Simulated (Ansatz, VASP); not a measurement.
## Two plane-wave programs on Cd3Te

```xyz
4
Lattice="4.6944 0.0000 0.0000 0.0000 4.6944 0.0000 0.0000 0.0000 4.6944" Properties=species:S:1:pos:R:3 pbc="T T T"
Cd    0.0000    2.3472    2.3472
Cd    2.3472    0.0000    2.3472
Cd    2.3472    2.3472    0.0000
Te    0.0000    0.0000    0.0000
```

Alike in both runs: functional PBE; k mesh 10 × 10 × 10; occupations gaussian, width 0.1 eV; no spin polarisation.

Ansatz relaxed the structure, and its values are those at the end. VASP's run is a single point on that final structure, the one shown.

|  | VASP | Ansatz |
| --- | --- | --- |
| version | VASP 6.6.1 | Ansatz 0.2.0 |
| potentials or method | VASP PAW PBE potentials, release 64 (Cd, Te) | scalar-relativistic, plane waves, PAW |
| plane-wave cutoff (eV) | 520 | 420 |
| valence electrons in the cell | 42 | 76 |

VASP gave:

- gap on the k mesh at the Fermi level (eV): none
- pressure (GPa): 0.1

**Question.** Estimate Ansatz's values.

**Answer.** gap on the k mesh at the Fermi level (eV): none; pressure (GPa): 0.0.

A gap of «none» marks a metal or a gap that the smearing closes. The functional is the same, so the differences come from potentials, cutoffs and numerics. The two sets of potentials don't hold the same shells in valence.

The runs have no spin-orbit coupling, so splittings on Te are missing.
